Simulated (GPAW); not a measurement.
Sb:

```
Sb
1.0
     3.12240    0.00000    0.00000
     0.00000    4.34752    0.00000
    -0.03891    0.00000    4.40585
Sb
2
Direct
  0.01139 0.25000 0.24117
  0.98861 0.75000 0.75883
```

This isn't the form of Sb at room conditions, which is rhombohedral.

```yaml
Program: GPAW 26.7.0
Task: single point
Functional: PBE
Potentials_or_basis: GPAW PAW data sets (gpaw-data 1.2.1)
Cutoff: 600 eV
Basis: pw
k_mesh: 9 × 6 × 6
Occupations: fermi-dirac, width 0.05 eV
Spin: no spin polarisation
```

On this cell: pressure 0.1 GPa; largest force 0.051 eV/Å; band gap on the k mesh none (metal or under the smearing width).

The same run follows on a disturbed copy (atoms moved at random, drawn with an rms of 0.05 Å):

```xyz
2
Lattice="3.1224 0.0000 0.0000 0.0000 4.3475 0.0000 -0.0389 0.0000 4.4059" Properties=species:S:1:pos:R:3 pbc="T T T"
Sb    0.0286    1.1368    1.0689
Sb    3.0974    3.2454    3.3720
```

Problem. What does the disturbed cell give?

Solution. The energy (extrapolated to zero smearing) moves by +1.8 meV/atom; pressure 0.4 GPa; largest force 0.105 eV/Å; band gap on the k mesh none (metal or under the smearing width).

Forces in eV/Å, atoms in the order of the input:
```
Sb  -0.013 -0.085  0.060
Sb   0.013  0.085 -0.060
```

Stress tensor (GPa, compression positive):
```
 0.84  0.01  0.09
 0.01 -0.01 -0.44
 0.09 -0.44  0.23
```
